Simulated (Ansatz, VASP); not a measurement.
Given: the input of a run of Ansatz 0.2.0 on Ta.

File input.yaml:

```yaml
crystal:
  lattice:
    - [-1.6175709496, 1.6175709496, 1.6175709496]
    - [1.6175709496, -1.6175709496, 1.6175709496]
    - [1.6175709496, 1.6175709496, -1.6175709496]
  atoms:
    - { symbol: Ta, position: [0.0, 0.0, 0.0] }
hamiltonian:
  xc: pbe
  pseudopotentials: { kind: paw }
kpoints:
  mp_grid: { grid: [11, 11, 11] }
scf:
  occupations: { method: fermi_dirac, width: 0.05 }
output:
  forces: true
  stress: true
  eigenvalues: true
```

Potentials or basis: Ansatz PAW.

Run with:

```console
$ ansatz run input.yaml --threads 1 --pin off --max-ram 3584MiB --backend cpu --events-out ev --progress --plain --runs-dir out
```

Question: Translate it to VASP 6.6.1. Potentials there: VASP PAW PBE potentials, release 64 (Ta_pv).

Answer: As run (the cutoff follows the program's own potentials):

The input INCAR:

```
SYSTEM = Ta
PREC = Accurate
ENCUT = 520
EDIFF = 1E-7
ISMEAR = -1
SIGMA = 0.05
LREAL = .FALSE.
LASPH = .TRUE.
NELM = 80
ALGO = Normal
ISIF = 2
LWAVE = .FALSE.
LCHARG = .FALSE.
GGA = PE
NBANDS = 12
```

Contents of KPOINTS:

```
Automatic mesh
0
G
  11 11 11
  0 0 0
```

The input POSCAR:

```
Ta
1.0
   -1.6175709496      1.6175709496      1.6175709496
    1.6175709496     -1.6175709496      1.6175709496
    1.6175709496      1.6175709496     -1.6175709496
Ta
1
Direct
    0.0000000000      0.0000000000      0.0000000000
```

Potentials or basis: VASP PAW PBE potentials, release 64 (Ta_pv).

Command:

```console
$ cat potpaw_PBE.64/Ta_pv/POTCAR > POTCAR
$ mpirun -np 1 vasp_std > vasp.out
```

Both were run:

|  | VASP | Ansatz | Ansatz less VASP |
| --- | --- | --- | --- |
| gap on the k mesh at the Fermi level (eV) | none | none | - |
| pressure (GPa) | 17.4 | 17.2 | -0.24 |

A gap of «none» marks a metal or a gap that the smearing closes. With one functional, cell and mesh, what is left measures potentials, basis and numerics. The two sets of potentials don't hold the same shells in valence.

The runs have no spin-orbit coupling, so splittings on Ta are missing.
